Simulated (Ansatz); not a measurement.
# CO2: the cost of one run

Program: Ansatz 0.2.0. Level of theory: DFT PBE, scalar-relativistic, plane waves, PAW. These are calculated values, not measurements.

1 further run of the same task is left out (set aside as unsound or not needed).

### Step 1. The system as given

The structure is tetragonal, space group I-42d (No. 122). The conventional cell has a = 3.552 Å, b = 3.552 Å, c = 5.918 Å, α = 90.00°, β = 90.00°, γ = 90.00°. Around C (site symmetry -4) lie 4 O at 1.38 Å. O (site symmetry 2) is surrounded by 2 C at 1.38 Å.

As a file:

```cif
data_structure
_symmetry_space_group_name_H-M 'P 1'
_symmetry_Int_Tables_number 1
_cell_length_a 3.8813
_cell_length_b 3.8813
_cell_length_c 3.8813
_cell_angle_alpha 125.541
_cell_angle_beta 125.541
_cell_angle_gamma 80.643
_cell_volume 37.33
loop_
_atom_site_label
_atom_site_type_symbol
_atom_site_fract_x
_atom_site_fract_y
_atom_site_fract_z
_atom_site_occupancy
C1 C 0.00000 0.00000 0.00000 1
C2 C 0.75000 0.25000 0.50000 1
O1 O 0.37500 0.33900 0.46400 1
O2 O 0.66100 0.12500 0.03600 1
O3 O 0.87500 0.91100 0.53600 1
O4 O 0.08900 0.62500 0.96400 1
```

Source of the structure: the Crystallography Open Database.

(A quick probe on a coarse mesh, which set the mesh and smearing, is not shown.)

### Step 3. A loose first relaxation

File input.yaml:

```yaml
crystal:
  lattice:
    - [-1.7759, 1.7759, 2.9592]
    - [1.7759, -1.7759, 2.9592]
    - [1.7759, 1.7759, -2.9592]
  atoms:
    - { symbol: C, position: [0.0, 0.0, 0.0] }
    - { symbol: C, position: [0.75, 0.25, 0.5] }
    - { symbol: O, position: [0.375, 0.339, 0.464] }
    - { symbol: O, position: [0.661, 0.125, 0.036] }
    - { symbol: O, position: [0.875, 0.911, 0.536] }
    - { symbol: O, position: [0.089, 0.625, 0.964] }
basis:
  ecutwfc: 420
kpoints:
  mp_grid: { grid: [8, 8, 8] }
hamiltonian:
  xc: pbe
scf:
  occupations: { method: gaussian, width: 0.1 }
output:
  forces: true
  stress: true
  eigenvalues: true
relax:
  adjacent_minimum: "off"
  f_tol: 0.05
  max_steps: 80
  cell: { stress_tol: 0.5 }
```

The run is started by

```console
$ ansatz run input.yaml --threads 1 --pin off --max-ram 2560MiB --backend cpu --events-out ev --progress --plain --runs-dir out
```

What time and memory should one allow on 1 thread of Intel Xeon Platinum 8488C (Sapphire Rapids), shared host?

About 91 s, with a peak of 0.4 GiB.
